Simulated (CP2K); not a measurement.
# Ag under changes of volume

One of the cells (17.806 Å³/atom); the others are scaled copies at fixed shape and fractional positions:

```
CELL_PARAMETERS angstrom
2.93000 0.00000 0.00000
-1.46500 2.53745 0.00000
0.00000 0.00000 4.79000
ATOMIC_POSITIONS crystal
Ag 0.66667 0.33333 0.75000
Ag 0.33333 0.66667 0.25000
```

This isn't the form of Ag at room conditions, which is fcc.

| Quantity | Value |
| --- | --- |
| Program | CP2K 2026.2 |
| Functional | PBEsol |
| Potentials or basis | POTENTIAL_UZH Ag GTH-PBE-q11; TZVP-MOLOPT-PBE-GTH basis |
| Density cutoff | 6123 eV |
| k mesh | 10 × 10 × 6 |
| Occupations | fermi-dirac, width 0.05 eV |
| Spin | no spin polarisation |

```tsv
volume (Å³/atom)	energy over the lowest point (meV/atom)	pressure (GPa)
16.738	0.00	0.6
17.094	1.50	-1.8
17.450	7.92	-3.9
17.806	18.64	-5.7
18.162	?	?
18.518	50.78	-8.6
18.875	71.25	-9.8
```

Q: What does the run at 18.162 Å³/atom give?

A: Energy over the lowest point 33.09 meV/atom; pressure -7.3 GPa.

Worked out: A Birch-Murnaghan fit of order 3 (a polynomial in V^(-2/3)) to the other rows has its minimum at 16.82 Å³/atom with B0 = V·E''(V) = 117 GPa and B' = 5.7 at fixed shape and positions, which overstates the stiffness. It gives 33.10 meV/atom at 18.162 Å³/atom, against the run's 33.09, and -dE/dV = -7.3 GPa, against -7.3.

Energies are extrapolated to zero smearing.

Caveats: the potentials were made for another functional, which shifts forces and pressure; the basis of atomic orbitals isn't converged, which shifts pressures, moduli and gaps.
